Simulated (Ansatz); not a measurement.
(111) slab cut from the bulk of TaN, P6_3/mmc (No. 194); the slab's formula is Ta16N17:

```xyz
33
Lattice="5.0047 0.0000 0.0000 -2.5024 6.0362 0.0000 0.0000 0.0000 26.2219" Properties=species:S:1:pos:R:3 pbc="T T T"
N     3.3365    1.4226    7.5000
Ta    0.0000    2.8452    7.8507
N     1.6682    4.2678    8.2014
Ta    0.0000    5.6905    8.5521
N     0.8341    1.0768    8.9027
Ta    2.5024    2.4994    9.2534
N    -0.8341    3.9221    9.6041
Ta    2.5024    5.3447    9.9548
N     3.3365    0.7310   10.3055
Ta    0.0000    2.1537   10.6562
N     1.6682    3.5763   11.0069
Ta    0.0000    4.9989   11.3575
N     0.8341    0.3853   11.7082
Ta    2.5024    1.8079   12.0589
N    -0.8341    3.2305   12.4096
Ta    2.5024    4.6531   12.7603
N     3.3365    0.0395   13.1110
Ta    0.0000    1.4621   13.4617
N     1.6682    2.8847   13.8123
Ta    0.0000    4.3073   14.1630
N    -1.6682    5.7299   14.5137
Ta    2.5024    1.1163   14.8644
N    -0.8341    2.5389   15.2151
Ta    2.5024    3.9615   15.5658
N     0.8341    5.3841   15.9165
Ta    0.0000    0.7705   16.2671
N     1.6682    2.1931   16.6178
Ta    0.0000    3.6157   16.9685
N    -1.6682    5.0383   17.3192
Ta    2.5024    0.4247   17.6699
N     4.1706    1.8473   18.0206
Ta    2.5024    3.2699   18.3712
N     0.8341    4.6926   18.7219
```

Computed with DFT PBEsol, scalar-relativistic, plane waves, PAW in Ansatz. Plane waves to 420 eV, a k mesh through Γ of 8×6×1 on the computed 33-atom cell and Gaussian smearing (0.10 eV); no spin polarisation. The cell repeats along c with a dipole correction in the vacuum.

(1) What forces act on the atoms?

Spin–orbit coupling is left out, which can shift energies with elements as heavy as these. Spin polarisation was left out, and a magnetic state may lie lower.

## Answers

(1)
```tsv
atom	Fx (eV/Å)	Fy (eV/Å)	Fz (eV/Å)
N1	0.911	1.154	2.161
Ta2	-1.186	-2.473	2.112
N3	-1.641	-0.557	1.387
Ta4	1.954	2.078	-0.874
N5	0.309	0.688	0.303
Ta6	-0.289	-0.162	-2.291
N7	0.311	-0.344	-0.881
Ta8	-0.276	0.071	-1.608
N9	-0.214	-0.371	-0.170
Ta10	0.244	-0.133	-0.921
N11	0.015	-0.060	0.344
Ta12	-0.048	0.126	-0.453
N13	-0.097	0.005	0.214
Ta14	-0.042	0.126	0.126
N15	-0.075	0.020	0.203
Ta16	0.069	0.002	-0.079
N17	0.106	0.004	0.007
Ta18	0.072	-0.010	0.076
N19	-0.075	-0.022	-0.200
Ta20	-0.032	-0.121	-0.122
N21	-0.102	-0.006	-0.216
Ta22	-0.043	-0.130	0.448
N23	0.014	0.058	-0.336
Ta24	0.240	0.134	0.913
N25	-0.204	0.373	0.169
Ta26	-0.284	-0.071	1.615
N27	0.309	0.353	0.884
Ta28	-0.307	0.172	2.282
N29	0.314	-0.687	-0.298
Ta30	1.965	-2.081	0.869
N31	-1.652	0.549	-1.384
Ta32	-1.175	2.473	-2.114
N33	0.911	-1.159	-2.165
```

The reference crystal is a form of TaN, which isn't its usual structure.

Cost: 1 run of about 6 core-minutes, on Intel Xeon 6975P-C (Granite Rapids) (shared hosts).